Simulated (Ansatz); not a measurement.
Ansatz input

```yaml
crystal:
  lattice:
    - [0.0, 3.6963664843, 3.6963664843]
    - [3.6963664843, 0.0, 3.6963664843]
    - [3.6963664843, 3.6963664843, 0.0]
  atoms:
    - { symbol: Ba, position: [0.125, 0.125, 0.125] }
    - { symbol: Ba, position: [0.875, 0.875, 0.875] }
hamiltonian:
  xc: pbe
  pseudopotentials:
    kind: paw
    azcp:
      Ba: "pseudopotentials/Ba.paw.azcp"
basis:
  ecutwfc: 420
  fft_grid_basis: typed
kpoints:
  mp_grid: { grid: [8, 8, 8], shift: [0, 0, 0] }
magnetization:
  spin_polarized: false
scf:
  occupations: { method: fermi_dirac, width: 0.1 }
  lower_state_search: "off"
output:
  stress: true
  write_density: true
  write_potential: true
  elf: true
  volumetric_format: npy
```

Terminal output

```
Engine: ansatz 0.2.0, x86_64-unknown-linux-gnu
Pseudopotentials: kind: paw
Pseudopotential: Ba, paw, valence charge 10, recommended cutoff 420 eV (normal) 
Functional definition: PBE
  parameter kappa = 0.804
  parameter beta = 0.06672455060314922
  exchange = pbe_x(kappa = kappa, mu = beta*pi^2/3)
  correlation = pbe_c(beta = beta)
Crystal: 2 atoms, lattice volume = 101.008 Å³
Basis set: ecut = 420 eV, 1989 PW (Γ)
Bands: 14, of which v1, the nominal top of the filled ones, is band 10 counted from 1 (9 counted from 0)
Symmetry: 48 space group operations
Space group: Fd-3m (ITA 227), of the structure as read, at distance tolerance 4.7e-5 Å
k-points: 29 of 512
Non-local potential: Ba, projectors of the file, l = 0: 3, l = 1: 2, l = 2: 2, l = 3: 2
PAW form: soft (Blöchl's): semilocal exchange-correlation on the pseudo side does not see the compensation charge
PAW one-centre angular grid: Ba, 194 points (default); XC on 64 Gauss nodes
Initial density: superposition of atomic densities (neutral atoms: chi_scale 0, normalization atom), corrected by the library's trained network
Initial wavefunctions: pseudopotential atomic-orbital guess
Functional: x = pbe(κ = 0.804, μ = 0.2195149727645171), c = pbe(β = 0.06672455060314922)
SCF iter   1: F=—  HF=-11897.150657 eV  |F-HF|=—  |Δ(HF+E_count)|=         —  Δρ=4.56e-3  dr2=1.51e-2  ethr=1.77e-3  ⟨swp⟩=9.5  Hψ=3035  notcnv=0
SCF iter   2: F=—  HF=-11897.153887 eV  |F-HF|=—  |Δ(HF+E_count)|=   3.23e-3  Δρ=2.83e-3  dr2=6.63e-3  ethr=7.53e-5  ⟨swp⟩=1.0  Hψ=639  notcnv=0
SCF iter   3: F=—  HF=-11897.157125 eV  |F-HF|=—  |Δ(HF+E_count)|=   3.24e-3  Δρ=4.55e-4  dr2=3.78e-4  ethr=3.31e-5  ⟨swp⟩=2.2  Hψ=518  notcnv=0
SCF iter   4: F=—  HF=-11897.157177 eV  |F-HF|=—  |Δ(HF+E_count)|=   5.16e-5  Δρ=9.10e-5  dr2=1.09e-5  ethr=1.89e-6  ⟨swp⟩=2.4  Hψ=610  notcnv=0
SCF iter   5: F=—  HF=-11897.157175 eV  |F-HF|=—  |Δ(HF+E_count)|=   1.81e-6  Δρ=2.43e-5  dr2=1.11e-6  ethr=5.47e-8  ⟨swp⟩=2.1  Hψ=569  notcnv=0
SCF iter   6: F=-11897.157175 eV  HF=-11897.157175 eV  |F-HF|=1.48e-8  |Δ(HF+E_count)|=   2.34e-7  Δρ=4.45e-6  dr2=1.80e-8  ethr=5.00e-10  ⟨swp⟩=8.1  Hψ=3479  notcnv=0
SCF 1 converged in 6 iterations: F = -11897.157175 eV  dr2 = 1.80e-8
SCF converged after 6 iterations
Free energy (F): -11897.157175 eV
Harris-Foulkes:  -11897.157175 eV  (|F-HF|=1.48e-8)
Internal energy: -11897.086640 eV  (E = F + TS)
E sigma→0 (E₀):  -11897.121908 eV
Entropy (-TS):   -0.070536 eV (-35.268 meV/atom)
Fermi energy:    7.272116 eV
--- Per-component energies (eV) ---
  E_band       = -142.319229
  E_kinetic    = 341.229995
  E_local      = -776.666976  (includes V_loc(G=0)·N_el)
  E_nonlocal   = 115.299081
  E_hartree    = 260.907982
  E_xc         = -336.455319
  E_vxc        = -272.217374  (∫ρ·V_xc dr)
  E_paw        = -10452.155033  (= ΣΔE_a)
  E_vpaw       = -71.781402  (= ΣTr[D̂ρ^β])
  E_aug_tail   = -0.000004  (compensation charges beyond the density's cutoff)
  E_ewald      = -1049.246367
  E_smearing   = -0.070536  (= −TS)
  E_closure    = 0.000000  (closes the sum)
  Σ components = -11897.157175   (vs F -11897.157175, Δ=0.00e0)
--- Stress (GPa, compression-positive) ---
        1.468410       0.000000       0.000000
        0.000000       1.468410       0.000000
       -0.000000      -0.000000       1.468410
  P = ⅓ Tr σ = 1.4684 GPa (14.684 kbar)
--- Band table (eV; the first three rows and the last of 29) ---
  k-point 0: bands = ["-22.0645", "-21.0808", "-7.6436", "-7.6436", "-7.6436", "-6.1769", "-6.1769", "-6.1769", "5.2613", "7.4510", "7.4510", "8.7888", "8.7888", "8.7888"]
  k-point 1: bands = ["-22.0390", "-21.1114", "-7.6754", "-7.6754", "-7.6476", "-6.1627", "-6.1357", "-6.1357", "5.4724", "7.3454", "7.3454", "8.7274", "9.0427", "9.0427"]
  k-point 2: bands = ["-21.9694", "-21.1933", "-7.7460", "-7.7460", "-7.6619", "-6.1205", "-6.0425", "-6.0425", "6.0126", "7.2612", "7.2612", "8.6043", "8.9373", "9.1767"]
  k-point 28: bands = ["-21.5957", "-21.5957", "-8.0427", "-8.0427", "-6.8752", "-6.8752", "-5.6684", "-5.6684", "6.4246", "6.4246", "8.3957", "8.3957", "9.4890", "9.4890"]
```

Launched by

```sh
ansatz run input.yaml --threads 1 --pin off --max-ram 3584MiB --backend cpu --events-out ev --progress --plain --runs-dir out
```

On 1 thread of Intel(R) Xeon(R) Platinum 8259CL CPU @ 2.50GHz (Skylake/Cascade Lake) (shared host) this took about 5.6 s of wall time and 5.5 s of CPU time.
